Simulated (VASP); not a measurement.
# SnS2 (P-3m1) in VASP: further runs, part 2 of 2

VASP 6.6.1.

### Step 4. Relaxation of cell and atoms, PBE+D3(BJ)

The input, INCAR:

```
SYSTEM = SnS2
PREC = Accurate
ENCUT = 600
EDIFF = 1E-6
ISMEAR = 0
SIGMA = 0.03
LREAL = .FALSE.
LASPH = .TRUE.
NELM = 80
ALGO = Normal
ISIF = 3
LWAVE = .FALSE.
LCHARG = .FALSE.
GGA = PE
IVDW = 12
IBRION = 2
NSW = 90
EDIFFG = -0.01
KPAR = 4
```

The input, KPOINTS:

```
regular mesh
0
G
  9 9 5
  0 0 0
```

The input, POSCAR:

```
SnS2
1.0
    3.6390000000      0.0000000000      0.0000000000
   -1.8195000000      3.1514664400      0.0000000000
    0.0000000000      0.0000000000      5.8680000000
Sn S
1 2
Direct
    0.0000000000      0.0000000000      0.0000000000
    0.3333333300      0.6666666700      0.2500000000
    0.6666666700      0.3333333300      0.7500000000
```

Started as:

```bash
> cat potpaw_PBE.64/Sn_d/POTCAR potpaw_PBE.64/S/POTCAR > POTCAR
> mpirun -np 4 vasp_std > vasp.out
```

Run time: 89 s. Hardware: 4 MPI ranks of Intel Xeon Platinum 8488C (Sapphire Rapids), shared host; peak memory 0.27 GiB.

It converged, with:

- Free energy: -14.1386 eV
- Relaxed volume: 22.57 Å³/atom
- Relaxed cell: a = 3.667 Å, b = 3.667 Å, c = 5.813 Å, α = 90.00°, β = 90.00°, γ = 120.00°
- Space group after relaxing (to 0.05 Å): P-3m1 (No. 164)
- Energy gained by relaxing: 3.1 meV/atom
- Ionic steps: 14
- Pressure after relaxing: 0.0 GPa
- Band gap on the k mesh: 1.31 eV, indirect (least direct gap 1.75 eV)
- Dispersion energy per atom: -0.328 eV

Step by step:
| step | energy change (eV) | largest force (eV/Å) | pressure (GPa) | volume (Å³) |
| --- | --- | --- | --- | --- |
| 1 | 0.0000 | 0.2533 | 1.72 | 67.30 |
| 2 | -0.0012 | 0.1919 | -1.55 | 69.66 |
| 3 | -0.0080 | 0.0160 | -0.06 | 68.51 |
| 4 | -0.0080 | 0.0202 | 0.00 | 68.48 |
| 5 | -0.0082 | 0.0292 | 0.00 | 68.45 |
| 6 | -0.0085 | 0.0517 | -0.04 | 68.37 |
| 7 | -0.0087 | 0.0381 | -0.07 | 68.31 |
| 8 | -0.0091 | 0.0001 | -0.17 | 68.12 |
| 9 | -0.0092 | 0.0182 | -0.23 | 68.02 |
| 10 | -0.0093 | 0.0098 | -0.08 | 67.86 |
| 11 | -0.0093 | 0.0081 | -0.09 | 67.82 |
| 12 | -0.0094 | 0.0046 | -0.03 | 67.75 |
| 13 | -0.0094 | 0.0027 | 0.08 | 67.62 |
| 14 | -0.0094 | 0.0018 | -0.01 | 67.70 |

Final structure:
```xyz
3
Lattice="3.6672 0.0000 0.0000 -1.8336 3.1759 0.0000 0.0000 0.0000 5.8130" Properties=species:S:1:pos:R:3 pbc="T T T"
Sn    0.0000    0.0000    0.0000
S     0.0000    2.1173    1.4786
S     1.8336    1.0586    4.3344
```

Levels at points of the mesh, in eV from the valence-band top:
```csv
k point,band 10,band 11,band 12,band 13,band 14,band 15,band 16,band 17
"(0.00, 0.00, 0.00)",-0.71,-0.47,-0.47,0.00,1.75,3.54,5.34,5.34
```

Caveat: spin-orbit coupling is left out, which moves the levels of the heavy elements; an odd mesh through Γ misses points on the zone boundary, where band edges often lie. Zero-point motion and thermal expansion aren't in these numbers.

### Step 5. Relaxation of cell and atoms, PBE+D3(BJ)

This run uses another cell than the first one, of 22.57 Å³/atom, 1.006 times its volume.

Edit INCAR of step 4 so:

```diff
@@ -3,3 +3,3 @@
 ENCUT = 600
-EDIFF = 1E-6
+EDIFF = 1E-7
 ISMEAR = 0
@@ -17,3 +17,3 @@
 NSW = 90
-EDIFFG = -0.01
+EDIFFG = -0.005
 KPAR = 4
```

KPOINTS is that of step 4.

The input, POSCAR:

```
SnS2                                    
1.0
    3.6672149147     -0.0000000000     -0.0000000000
   -1.8336074573      3.1759012728      0.0000000000
   -0.0000000000      0.0000000000      5.8130285871
  Sn              S             
     1     2
Direct
     0.0000000000000000    0.0000000000000000    0.0000000000000000
     0.3333333300000021    0.6666666699999979    0.2543667581516687
     0.6666666699999979    0.3333333300000021    0.7456332418483314
```

Started as:

```bash
> cat potpaw_PBE.64/Sn_d/POTCAR potpaw_PBE.64/S/POTCAR > POTCAR
> mpirun -np 4 vasp_std > vasp.out
```

It took 20 s on 4 MPI ranks of Intel Xeon Platinum 8488C (Sapphire Rapids), shared host; peak memory 0.25 GiB.

It converged, with:

```
Free energy                            : -14.1386 eV
Relaxed volume                         : 22.56 Å³/atom
Relaxed cell                           : a = 3.667 Å, b = 3.667 Å, c = 5.811 Å, α = 90.00°, β = 90.00°, γ = 120.00°
Space group after relaxing (to 0.05 Å) : P-3m1 (No. 164)
Energy gained by relaxing              : 0.0 meV/atom
Ionic steps                            : 2
Pressure after relaxing                : 0.0 GPa
Largest force after relaxing           : 0.005 eV/Å
Band gap on the k mesh                 : 1.31 eV, indirect (least direct gap 1.75 eV)
Dispersion energy per atom             : -0.328 eV
```

Forces on the atoms (eV/Å):
```
Sn   0.000  0.000  0.000
S    0.000  0.000  0.005
S    0.000  0.000 -0.005
```

Final structure:
```
Sn S
1.0
     3.66709    0.00000    0.00000
    -1.83354    3.17579    0.00000
     0.00000    0.00000    5.81104
Sn S
1 2
Direct
  0.00000 0.00000 0.00000
  0.33333 0.66667 0.25435
  0.66667 0.33333 0.74565
```

Levels at points of the mesh, in eV from the valence-band top:
| k point | band 11 | band 12 | band 13 | band 14 | band 15 | band 16 |
| --- | --- | --- | --- | --- | --- | --- |
| (0.00, 0.00, 0.00) | -0.48 | -0.48 | 0.00 | 1.75 | 3.54 | 5.33 |

Caveat: spin-orbit coupling is left out, which moves the levels of the heavy elements; an odd mesh through Γ misses points on the zone boundary, where band edges often lie.

### Step 6. Relaxation of cell and atoms, PBE+D3(BJ)

The input, INCAR:

```
SYSTEM = SnS2
  ALGO = Normal
  EDIFF = 1E-6
  EDIFFG = -0.01
  ENCUT = 600
  GGA = PE
  IBRION = 2
  ISIF = 3
  ISMEAR = 0
  IVDW = 12
  LASPH = .TRUE.
  LCHARG = .FALSE.
  LREAL = .FALSE.
  LWAVE = .FALSE.
  NELM = 80
  NSW = 90
  PREC = Accurate
  SIGMA = 0.03
```

The input, KPOINTS:

```
k-points
0
G
  9 9 5
  0 0 0
```

The input, POSCAR:

```
SnS2
1.0
    3.6390000000      0.0000000000      0.0000000000
   -1.8195000000      3.1514664400      0.0000000000
    0.0000000000      0.0000000000      5.8680000000
Sn S
1 2
Direct
    0.0000000000      0.0000000000      0.0000000000
    0.3333333300      0.6666666700      0.2500000000
    0.6666666700      0.3333333300      0.7500000000
```

Potentials or basis: VASP PAW PBE potentials, release 64 (Sn_d, S).

Started as:

```bash
> cat potpaw_PBE.64/Sn_d/POTCAR potpaw_PBE.64/S/POTCAR > POTCAR
> mpirun -np 1 vasp_std > vasp.out
```

Run time: 3.9 min. Hardware: 1 thread of AMD EPYC 9R45 (Zen 5), shared host; peak memory 0.23 GiB.

It converged, with:

| Item | Value |
| --- | --- |
| Free energy | -14.1386 eV |
| Relaxed volume | 22.57 Å³/atom |
| Relaxed cell | a = 3.667 Å, b = 3.667 Å, c = 5.813 Å, α = 90.00°, β = 90.00°, γ = 120.00° |
| Space group after relaxing (to 0.05 Å) | P-3m1 (No. 164) |
| Energy gained by relaxing | 3.1 meV/atom |
| Ionic steps | 14 |
| Pressure after relaxing | 0.0 GPa |
| Band gap on the k mesh | 1.31 eV, indirect (least direct gap 1.75 eV) |
| Dispersion energy per atom | -0.328 eV |

The path:
| step | energy change (eV) | largest force (eV/Å) | pressure (GPa) | volume (Å³) |
| --- | --- | --- | --- | --- |
| 1 | 0.0000 | 0.2533 | 1.72 | 67.30 |
| 2 | -0.0012 | 0.1919 | -1.55 | 69.66 |
| 3 | -0.0080 | 0.0160 | -0.06 | 68.51 |
| 4 | -0.0080 | 0.0202 | 0.00 | 68.48 |
| 5 | -0.0082 | 0.0292 | 0.00 | 68.45 |
| 6 | -0.0085 | 0.0517 | -0.04 | 68.37 |
| 7 | -0.0087 | 0.0381 | -0.07 | 68.31 |
| 8 | -0.0091 | 0.0001 | -0.17 | 68.12 |
| 9 | -0.0092 | 0.0182 | -0.23 | 68.02 |
| 10 | -0.0093 | 0.0098 | -0.08 | 67.86 |
| 11 | -0.0093 | 0.0081 | -0.09 | 67.82 |
| 12 | -0.0094 | 0.0046 | -0.03 | 67.75 |
| 13 | -0.0094 | 0.0027 | 0.08 | 67.62 |
| 14 | -0.0094 | 0.0018 | -0.01 | 67.70 |

Final structure:
```
Sn S
1.0
     3.66721    0.00000    0.00000
    -1.83361    3.17590    0.00000
     0.00000    0.00000    5.81303
Sn S
1 2
Direct
  0.00000 0.00000 0.00000
  0.33333 0.66667 0.25437
  0.66667 0.33333 0.74563
```

Levels at points of the mesh, in eV from the valence-band top:
| k point | band 10 | band 11 | band 12 | band 13 | band 14 | band 15 | band 16 | band 17 |
| --- | --- | --- | --- | --- | --- | --- | --- | --- |
| (0.00, 0.00, 0.00) | -0.71 | -0.47 | -0.47 | 0.00 | 1.75 | 3.54 | 5.34 | 5.34 |

Caveat: spin-orbit coupling is left out, which moves the levels of the heavy elements; an odd mesh through Γ misses points on the zone boundary, where band edges often lie.
